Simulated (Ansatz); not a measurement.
Runs of Ansatz 0.2.0 on HgTe. Symmetry: I-4m2, No. 119, tetragonal system. Conventional cell: a = 6.091 Å, b = 6.091 Å, c = 3.119 Å, α = 90.00°, β = 90.00°, γ = 90.00°. Hg (site symmetry -4m2) is surrounded by 2 Hg at 3.12 Å and 4 Te at 3.14 Å. Around Te (site symmetry -4m2) lie 2 Te at 3.12 Å and 4 Hg at 3.14 Å. Measurements of this composition are mostly on another form, of space group No. 216.

| task | level | spin | cell | cutoff (eV) | points for each segment of the path | gap on the mesh (eV) | pressure (GPa) | relaxed volume (Å³/atom) |
| --- | --- | --- | --- | --- | --- | --- | --- | --- |
| relaxation of cell and atoms | PBEsol | off | relaxed | 420 | - | none | 0.0 | 26.60 |
| relaxation of cell and atoms | LDA | off | relaxed | 420 | - | none | 0.0 | 25.79 |
| band structure | PBEsol | SOC, no magnetisation | as given | 420 | 14 | none | (c) | - |
| relaxation of cell and atoms | PBE | off | relaxed | 420 | - | none | 0.0 | (a) |
| relaxation of cell and atoms | RPBE | off | relaxed | 420 | - | none | 0.0 | (b) |
| relaxation of cell and atoms | revPBE | off | relaxed | 420 | - | none | 0.0 | 29.60 |
| relaxation of cell and atoms | r2SCAN | off | relaxed | 500 | - | none | 0.0 | 27.99 |
| relaxation of cell and atoms | BLYP | off | relaxed | 420 | - | none | 0.0 | 32.09 |

Alike in all rows: potentials or basis Ansatz PAW; k mesh 10 × 10 × 10; smearing fermi-dirac 0.05 eV.

Q: Fill in the values left out.

A: (a) 28.60; (b) 30.01; (c) -3.6.

Caveats: the plane-wave basis is chosen anew once the cell has moved, so the energies of steps on either side of that aren't comparable (some runs); the PAW data sets come from PBE, with cores solved anew for the run's functional, which leaves a small shift of forces and pressure (some runs).

A k mesh can miss the band edges, and rows without SOC leave out spin-orbit coupling on Hg, Te.

A gap of «none» marks a metal or a gap under the smearing width.
